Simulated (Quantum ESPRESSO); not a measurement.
# Fe (Im-3m) in Quantum ESPRESSO: convergence with wavefunction cutoff

Aim: find how far wavefunction cutoff must go before the results for Fe settle, at PBE. This setting moves, with any that are tied to it; all else stays.

Program: Quantum ESPRESSO 7.5. These are calculated values, not measurements. Logs are shortened: lines on timing, memory, paths and dates and some standing lists are left out, and cuts for length are marked.

### 1 The crystal as given

It takes space group Im-3m (No. 229, cubic). Conventional cell: a = 2.886 Å, b = 2.886 Å, c = 2.886 Å, α = 90.00°, β = 90.00°, γ = 90.00°. Fe (site symmetry m-3m) has 8 Fe at 2.50 Å as nearest neighbours.

### 2 With wavefunction cutoff 18 Ry

The input, pw.in:

```
&CONTROL
  calculation = 'scf'
  prefix = 'pwscf'
  outdir = './tmp'
  pseudo_dir = './pseudo'
  tprnfor = .true.
  tstress = .true.
  disk_io = 'nowf'
/
&SYSTEM
  ibrav = 0
  nat = 1
  ntyp = 1
  ecutwfc = 18
  ecutrho = 360
  nbnd = 17
  occupations = 'smearing'
  smearing = 'fd'
  degauss = 0.00367493
  nspin = 2
  starting_magnetization(1) = 0.1875
/
&ELECTRONS
  conv_thr = 2d-10
  electron_maxstep = 120
  mixing_beta = 0.3
/
ATOMIC_SPECIES
Fe    55.8450 fe_pbe_v1.5.uspp.F.UPF
CELL_PARAMETERS angstrom
  -1.4430000000    1.4430000000    1.4430000000
   1.4430000000   -1.4430000000    1.4430000000
   1.4430000000    1.4430000000   -1.4430000000
ATOMIC_POSITIONS crystal
Fe     0.0000000000    0.0000000000    0.0000000000
K_POINTS automatic
13 13 13 0 0 0
```

Potentials or basis: GBRV 1.5 PBE.

On the command line:

```bash
OMP_NUM_THREADS=1 pw.x -in pw.in > pw.out
```

pw.out:

```text
This program is part of the open-source Quantum ESPRESSO suite
     for quantum simulation of materials; please cite
         "P. Giannozzi et al., J. Phys.:Condens. Matter 21 395502 (2009);
         "P. Giannozzi et al., J. Phys.:Condens. Matter 29 465901 (2017);
         "P. Giannozzi et al., J. Chem. Phys. 152 154105 (2020);
     in publications or presentations arising from this work. More details at

     Message from routine setup:
     using ibrav=0 with symmetry is DISCOURAGED, use correct ibrav instead

     G-vector sticks info
     --------------------
     sticks:   dense  smooth     PW     G-vecs:    dense   smooth      PW
     Sum         607     129     51                 9405      887     225

     Using Slab Decomposition

     bravais-lattice index     =            0
     lattice parameter (alat)  =       4.7231  a.u.
     unit-cell volume          =      81.1065 (a.u.)^3
     number of atoms/cell      =            1
     number of atomic types    =            1
     number of electrons       =        16.00
     number of Kohn-Sham states=           17
     kinetic-energy cutoff     =      18.0000  Ry
     charge density cutoff     =     360.0000  Ry
     scf convergence threshold =      2.0E-10
     mixing beta               =       0.3000
     number of iterations used =            8  plain     mixing
     Exchange-correlation=  SLA  PW   PBX  PBC
                           (   1   4   3   4   0   0   0)

     celldm(1)=   4.723086  celldm(2)=   0.000000  celldm(3)=   0.000000
     celldm(4)=   0.000000  celldm(5)=   0.000000  celldm(6)=   0.000000

     crystal axes: (cart. coord. in units of alat)
               a(1) = (  -0.577350   0.577350   0.577350 )
               a(2) = (   0.577350  -0.577350   0.577350 )
               a(3) = (   0.577350   0.577350  -0.577350 )

     reciprocal axes: (cart. coord. in units 2 pi/alat)
               b(1) = ( -0.000000  0.866025  0.866025 )
               b(2) = (  0.866025 -0.000000  0.866025 )
               b(3) = (  0.866025  0.866025  0.000000 )

     PseudoPot. # 1 for Fe read from file:
     fe_pbe_v1.5.uspp.F.UPF
     Pseudo is Ultrasoft + core correction, Zval = 16.0
     Generated by new atomic code, or converted to UPF format
     Using radial grid of  861 points,  6 beta functions with:
                l(1) =   0
                l(2) =   0
                l(3) =   1
                l(4) =   1
                l(5) =   2
                l(6) =   2
     Q(r) pseudized with  8 coefficients,  rinner =    1.000   1.000   1.000
                                                       1.000   1.000

     atomic species   valence    mass     pseudopotential
     Fe               16.00    55.84500     Fe( 1.00)

     Starting magnetic structure
     atomic species   magnetization
     Fe              0.188

     48 Sym. Ops., with inversion, found

   Cartesian axes

     site n.     atom                  positions (alat units)
         1        Fe     tau(   1) = (   0.0000000   0.0000000   0.0000000  )

     number of k points=    84  Fermi-Dirac smearing, width (Ry)=  0.0037
                       cart. coord. in units 2pi/alat
        k(    1) = (   0.0000000   0.0000000   0.0000000), wk =   0.0004552
        k(    2) = (   0.0666173   0.0666173   0.0000000), wk =   0.0054620
        k(    3) = (   0.1332347   0.1332347   0.0000000), wk =   0.0054620
        k(    4) = (   0.1998520   0.1998520   0.0000000), wk =   0.0054620
        k(    5) = (   0.2664694   0.2664694   0.0000000), wk =   0.0054620
        k(    6) = (   0.3330867   0.3330867   0.0000000), wk =   0.0054620
[... 76 lines left out ...]
        k(   83) = (  -0.7994081  -0.0666173  -0.0666173), wk =   0.0036413
        k(   84) = (  -0.0000000  -0.0000000   0.7994081), wk =   0.0027310

     Dense  grid:     9405 G-vectors     FFT dimensions: (  30,  30,  30)

     Smooth grid:      887 G-vectors     FFT dimensions: (  15,  15,  15)

     Check: negative core charge=   -0.000023
     Generating pointlists ...
     new r_m :   0.4125 (alat units)  1.9483 (a.u.) for type    1

     Initial potential from superposition of free atoms

     starting charge      15.0000, renormalised to      16.0000
     Starting wfcs are   13 randomized atomic wfcs +    4 random wfcs

     Self-consistent Calculation

     iteration #  1     ecut=    18.00 Ry     beta= 0.30
     Davidson diagonalization with overlap
     ethr =  1.00E-02,  avg # of iterations =  4.0

     total energy              =    -247.35841421 Ry
     estimated scf accuracy    <       5.04631710 Ry

     total magnetization       =     1.77 Bohr mag/cell
     absolute magnetization    =     1.77 Bohr mag/cell

     iteration #  2     ecut=    18.00 Ry     beta= 0.30
     Davidson diagonalization with overlap
     ethr =  1.00E-02,  avg # of iterations =  2.0

     total energy              =    -248.15051254 Ry
     estimated scf accuracy    <       0.12296943 Ry

     total magnetization       =     2.52 Bohr mag/cell
     absolute magnetization    =     2.54 Bohr mag/cell

     iteration #  3     ecut=    18.00 Ry     beta= 0.30
     Davidson diagonalization with overlap
     ethr =  7.69E-04,  avg # of iterations =  1.0

     total energy              =    -248.13686490 Ry
     estimated scf accuracy    <       0.05343894 Ry

     total magnetization       =     2.54 Bohr mag/cell
     absolute magnetization    =     2.58 Bohr mag/cell

     iteration #  4     ecut=    18.00 Ry     beta= 0.30
     Davidson diagonalization with overlap
     ethr =  3.34E-04,  avg # of iterations =  1.2

     total energy              =    -248.13962079 Ry
     estimated scf accuracy    <       0.00043486 Ry

     total magnetization       =     2.53 Bohr mag/cell
     absolute magnetization    =     2.63 Bohr mag/cell

     iteration #  5     ecut=    18.00 Ry     beta= 0.30
     Davidson diagonalization with overlap
     ethr =  2.72E-06,  avg # of iterations =  3.2

     total energy              =    -248.13996966 Ry
     estimated scf accuracy    <       0.00011140 Ry

     total magnetization       =     2.54 Bohr mag/cell
     absolute magnetization    =     2.63 Bohr mag/cell

     iteration #  6     ecut=    18.00 Ry     beta= 0.30
     Davidson diagonalization with overlap
     ethr =  6.96E-07,  avg # of iterations =  1.6

     total energy              =    -248.14013907 Ry
     estimated scf accuracy    <       0.00002452 Ry

     total magnetization       =     2.54 Bohr mag/cell
     absolute magnetization    =     2.66 Bohr mag/cell

     iteration #  7     ecut=    18.00 Ry     beta= 0.30
     Davidson diagonalization with overlap
     ethr =  1.53E-07,  avg # of iterations =  1.0

     total energy              =    -248.14020155 Ry
     estimated scf accuracy    <       0.00000908 Ry

     total magnetization       =     2.55 Bohr mag/cell
     absolute magnetization    =     2.66 Bohr mag/cell

     iteration #  8     ecut=    18.00 Ry     beta= 0.30
     Davidson diagonalization with overlap
     ethr =  5.67E-08,  avg # of iterations =  1.6

     total energy              =    -248.14023322 Ry
     estimated scf accuracy    <       0.00000007 Ry

     total magnetization       =     2.55 Bohr mag/cell
     absolute magnetization    =     2.67 Bohr mag/cell

     iteration #  9     ecut=    18.00 Ry     beta= 0.30
     Davidson diagonalization with overlap
     ethr =  4.12E-10,  avg # of iterations =  1.9

     total energy              =    -248.14024686 Ry
     estimated scf accuracy    <       0.00000001 Ry

     total magnetization       =     2.55 Bohr mag/cell
     absolute magnetization    =     2.67 Bohr mag/cell

     iteration # 10     ecut=    18.00 Ry     beta= 0.30
     Davidson diagonalization with overlap
     ethr =  7.08E-11,  avg # of iterations =  1.9

     total energy              =    -248.14025358 Ry
     estimated scf accuracy    <          1.8E-09 Ry

     total magnetization       =     2.55 Bohr mag/cell
     absolute magnetization    =     2.67 Bohr mag/cell

     iteration # 11     ecut=    18.00 Ry     beta= 0.30
     Davidson diagonalization with overlap
     ethr =  1.10E-11,  avg # of iterations =  2.0

     total energy              =    -248.14025686 Ry
     estimated scf accuracy    <          2.0E-09 Ry

     total magnetization       =     2.55 Bohr mag/cell
     absolute magnetization    =     2.67 Bohr mag/cell

     iteration # 12     ecut=    18.00 Ry     beta= 0.30
     Davidson diagonalization with overlap
     ethr =  1.10E-11,  avg # of iterations =  2.0

     Magnetic moment per site  (integrated on atomic sphere of radius R)
     atom   1 (R=0.413)  charge= 14.5806  magn=  2.6026

     End of self-consistent calculation

     Number of k-points >= 100: set verbosity='high' to print the bands.

     the Fermi energy is    16.9270 ev

!    total energy              =    -248.14025999 Ry
     estimated scf accuracy    <          5.5E-11 Ry
     smearing contrib. (-TS)   =      -0.00043140 Ry
     internal energy E=F+TS    =    -248.13982859 Ry

     The total energy is F=E-TS. E is the sum of the following terms:
     one-electron contribution =    -113.09113752 Ry
     hartree contribution      =      64.36438909 Ry
     xc contribution           =     -28.58679877 Ry
     ewald contribution        =    -170.82628139 Ry

     total magnetization       =     2.55 Bohr mag/cell
     absolute magnetization    =     2.67 Bohr mag/cell

     convergence has been achieved in  12 iterations

     Forces acting on atoms (cartesian axes, Ry/au):

     atom    1 type  1   force =     0.00000000    0.00000000    0.00000000

     Total force =     0.000000     Total SCF correction =     0.000000

     Computing stress (Cartesian axis) and pressure

          total   stress  (Ry/bohr**3)                   (kbar)     P=   -16481.06
  -0.11203595  -0.00000000  -0.00000000       -16481.06       -0.00       -0.00
  -0.00000000  -0.11203595  -0.00000000           -0.00   -16481.06       -0.00
  -0.00000000  -0.00000000  -0.11203595           -0.00       -0.00   -16481.06

=------------------------------------------------------------------------------=
   JOB DONE.
=------------------------------------------------------------------------------=
```

Wall time 7.4 s (1 thread of Arm Neoverse V1, shared host); peak memory 0.06 GiB.

Results:

```yaml
Free_energy: -3376.1202 eV
Pressure: -1648.1 GPa
Band_gap_on_the_k_mesh: none (metal or under the smearing width)
Net_moment: 2.55 μB per cell
Absolute_moment: 2.67 μB per cell
Site_moments: Fe +2.60 μB
Valence_electrons_inside_the_program's_atomic_spheres: Fe 14.58
```

### 3 With wavefunction cutoff 22 Ry

Edit pw.in of step 2 so:

```diff
@@ -13,3 +13,3 @@
   ntyp = 1
-  ecutwfc = 18
+  ecutwfc = 22
   ecutrho = 360
```

Potentials or basis: GBRV 1.5 PBE.

On the command line:

```bash
OMP_NUM_THREADS=1 pw.x -in pw.in > pw.out
```

Wall time 9 s (1 thread of Arm Neoverse V1, shared host); peak memory 0.06 GiB.

Results:

```yaml
Free_energy: -3399.1292 eV
Pressure: -515.0 GPa
Band_gap_on_the_k_mesh: none (metal or under the smearing width)
Net_moment: 2.08 μB per cell
Absolute_moment: 2.20 μB per cell
Site_moments: Fe +2.14 μB
Valence_electrons_inside_the_program's_atomic_spheres: Fe 14.46
```

### 4 With wavefunction cutoff 27 Ry

Edit pw.in of step 3 so:

```diff
@@ -13,3 +13,3 @@
   ntyp = 1
-  ecutwfc = 22
+  ecutwfc = 27
   ecutrho = 360
```

On the command line:

```bash
OMP_NUM_THREADS=1 pw.x -in pw.in > pw.out
```

It took 10 s on 1 thread of Arm Neoverse V1, shared host; peak memory 0.06 GiB.

What came out:

```
Free energy                                           : -3405.1267 eV
Pressure                                              : -110.4 GPa
Band gap on the k mesh                                : none (metal or under the smearing width)
Net moment                                            : 2.41 μB per cell
Absolute moment                                       : 2.55 μB per cell
Site moments                                          : Fe +2.47 μB
Valence electrons inside the program's atomic spheres : Fe 14.44
```

### 5 With wavefunction cutoff 31 Ry

Edit pw.in of step 4 so:

```diff
@@ -13,3 +13,3 @@
   ntyp = 1
-  ecutwfc = 27
+  ecutwfc = 31
   ecutrho = 360
```

On the command line:

```bash
OMP_NUM_THREADS=1 pw.x -in pw.in > pw.out
```

Run time: 18 s. Hardware: 1 thread of Arm Neoverse V1, shared host; peak memory 0.06 GiB.

Results:

| Item | Value |
| --- | --- |
| Free energy | -3405.9803 eV |
| Pressure | -28.7 GPa |
| Band gap on the k mesh | none (metal or under the smearing width) |
| Net moment | 2.39 μB per cell |
| Absolute moment | 2.53 μB per cell |
| Site moments | Fe +2.45 μB |
| Valence electrons inside the program's atomic spheres | Fe 14.43 |

### 6 With wavefunction cutoff 36 Ry

Edit pw.in of step 5 so:

```diff
@@ -13,3 +13,3 @@
   ntyp = 1
-  ecutwfc = 31
+  ecutwfc = 36
   ecutrho = 360
```

Potentials or basis: GBRV 1.5 PBE.

On the command line:

```bash
OMP_NUM_THREADS=1 pw.x -in pw.in > pw.out
```

Wall time 15 s (1 thread of Arm Neoverse V1, shared host); peak memory 0.07 GiB.

The run converged. Its results:

```yaml
Free_energy: -3406.1198 eV
Pressure: -8.4 GPa
Band_gap_on_the_k_mesh: none (metal or under the smearing width)
Net_moment: 2.37 μB per cell
Absolute_moment: 2.52 μB per cell
Site_moments: Fe +2.43 μB
Valence_electrons_inside_the_program's_atomic_spheres: Fe 14.43
```

### 7 With wavefunction cutoff 40 Ry

Edit pw.in of step 6 so:

```diff
@@ -13,3 +13,3 @@
   ntyp = 1
-  ecutwfc = 36
+  ecutwfc = 40
   ecutrho = 360
```

On the command line:

```bash
OMP_NUM_THREADS=1 pw.x -in pw.in > pw.out
```

It took 16 s on 1 thread of Arm Neoverse V1, shared host; peak memory 0.07 GiB.

It converged, with:

- Free energy: -3406.1231 eV
- Pressure: -7.3 GPa
- Band gap on the k mesh: none (metal or under the smearing width)
- Net moment: 2.37 μB per cell
- Absolute moment: 2.51 μB per cell
- Site moments: Fe +2.43 μB
- Valence electrons inside the program's atomic spheres: Fe 14.43

### 8 With wavefunction cutoff 45 Ry

Edit pw.in of step 7 so:

```diff
@@ -13,3 +13,3 @@
   ntyp = 1
-  ecutwfc = 40
+  ecutwfc = 45
   ecutrho = 360
```

On the command line:

```bash
OMP_NUM_THREADS=1 pw.x -in pw.in > pw.out
```

Run time: 43 s. Hardware: 1 thread of Arm Neoverse V1, shared host; peak memory 0.07 GiB.

It converged, with:

```yaml
Free_energy: -3406.1267 eV
Pressure: -7.7 GPa
Band_gap_on_the_k_mesh: none (metal or under the smearing width)
Net_moment: 2.37 μB per cell
Absolute_moment: 2.52 μB per cell
Site_moments: Fe +2.43 μB
Valence_electrons_inside_the_program's_atomic_spheres: Fe 14.43
```

### 9 With wavefunction cutoff 54 Ry

Edit pw.in of step 8 so:

```diff
@@ -13,4 +13,4 @@
   ntyp = 1
-  ecutwfc = 45
-  ecutrho = 360
+  ecutwfc = 54
+  ecutrho = 432
   nbnd = 17
```

Potentials or basis: GBRV 1.5 PBE.

On the command line:

```bash
OMP_NUM_THREADS=1 pw.x -in pw.in > pw.out
```

Run time: 32 s. Hardware: 1 thread of Arm Neoverse V1, shared host; peak memory 0.09 GiB.

It converged, with:

```yaml
Free_energy: -3406.1326 eV
Pressure: -7.3 GPa
Band_gap_on_the_k_mesh: none (metal or under the smearing width)
Net_moment: 2.37 μB per cell
Absolute_moment: 2.51 μB per cell
Site_moments: Fe +2.43 μB
Valence_electrons_inside_the_program's_atomic_spheres: Fe 14.43
```

### 10 With wavefunction cutoff 68 Ry

Edit pw.in of step 9 so:

```diff
@@ -13,4 +13,4 @@
   ntyp = 1
-  ecutwfc = 54
-  ecutrho = 432
+  ecutwfc = 68
+  ecutrho = 544
   nbnd = 17
```

On the command line:

```bash
OMP_NUM_THREADS=1 pw.x -in pw.in > pw.out
```

Wall time 35 s (1 thread of Arm Neoverse V1, shared host); peak memory 0.12 GiB.

The run converged. Its results:

```
Free energy                                           : -3406.1352 eV
Pressure                                              : -7.6 GPa
Band gap on the k mesh                                : none (metal or under the smearing width)
Net moment                                            : 2.37 μB per cell
Absolute moment                                       : 2.52 μB per cell
Site moments                                          : Fe +2.43 μB
Valence electrons inside the program's atomic spheres : Fe 14.44
```

### 11 Summary

| wavefunction cutoff | energy less the tightest run, at zero smearing (meV/atom) | pressure (GPa) | absolute moment (μB) | SCF cycles | CPU time (s) | peak memory (GiB) |
| --- | --- | --- | --- | --- | --- | --- |
| 18 Ry | 30012.95 | -1648.11 | 2.67 | 12 | 7.4 | 0.06 |
| 22 Ry | 7003.50 | -515.01 | 2.20 | 14 | 9 | 0.06 |
| 27 Ry | 1008.84 | -110.36 | 2.55 | 15 | 10 | 0.06 |
| 31 Ry | 154.98 | -28.70 | 2.53 | 14 | 18 | 0.06 |
| 36 Ry | 15.39 | -8.36 | 2.52 | 15 | 15 | 0.07 |
| 40 Ry | 12.06 | -7.31 | 2.51 | 15 | 16 | 0.07 |
| 45 Ry | 8.50 | -7.68 | 2.52 | 20 | 43 | 0.07 |
| 54 Ry | 2.53 | -7.30 | 2.51 | 13 | 32 | 0.09 |
| 68 Ry | 0.00 | -7.57 | 2.52 | 13 | 35 | 0.12 |

Against the tightest run, the absolute moment stays within 0.02 μB from 31 Ry on. Not settled before the last step: the energy (to 1 meV/atom), the pressure (to 0.1 GPa). The tightest run that finished is the yardstick and may itself not be fully converged.
